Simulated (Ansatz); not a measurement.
Crystal: BaTiO3.

```
Ba Ti O
1.0
     4.00730    0.00000    0.00000
     0.00000    4.00730    0.00000
     0.00000    0.00000    8.01460
Ba Ti O
2 2 6
Cartesian
  2.3139 2.3844 1.9229
  2.0570 1.8276 6.1203
  0.1419 4.0001 0.1061
  3.8069 3.8918 4.1558
  2.2804 3.7093 7.8525
  1.7205 3.8733 4.0115
  3.8827 2.3866 7.8876
  3.8235 1.8548 4.1970
  3.8544 0.0411 1.7952
  0.1626 0.0749 6.0314
```

Base run:

```yaml
Program: Ansatz 0.2.0
Functional: PBE
Potentials_or_basis: Ansatz PAW
Cutoff: "420 eV (not typed: the program's choice for these potentials)"
k_mesh: 9 × 9 × 5
Occupations: fermi-dirac, width 0.05 eV
Spin: no spin polarisation
```

Its results: band gap on the k mesh 1.50 eV, direct; pressure 18.3 GPa; largest force 7.875 eV/Å.

The run is repeated on the same cell with these changes: functional from PBE to r2SCAN; cutoff from 420 eV (not typed: the program's choice for these potentials) to 500 eV (not typed: the program's choice for these potentials); k mesh from 9 × 9 × 5 to 7 × 7 × 4. What comes out?

Band gap on the k mesh 1.77 eV, direct; pressure 15.6 GPa; largest force 7.979 eV/Å.

Several settings changed at once, so the effect can't be laid on one alone.

Caveats: so large a pressure means that the cell lies far from this level's equilibrium, or that cutoff or potentials fall short; spin-orbit coupling is left out, which moves the levels of the heavy elements; forces of over 1 eV/Å show positions far from the minimum, so gaps and moduli don't describe the material at rest; odd divisions of the mesh miss points on the zone boundary, where band edges often lie, so the gap on the mesh can be too wide (some runs); the PAW data sets come from PBE, with cores solved anew for the run's functional, which leaves a small shift of forces and pressure (some runs).
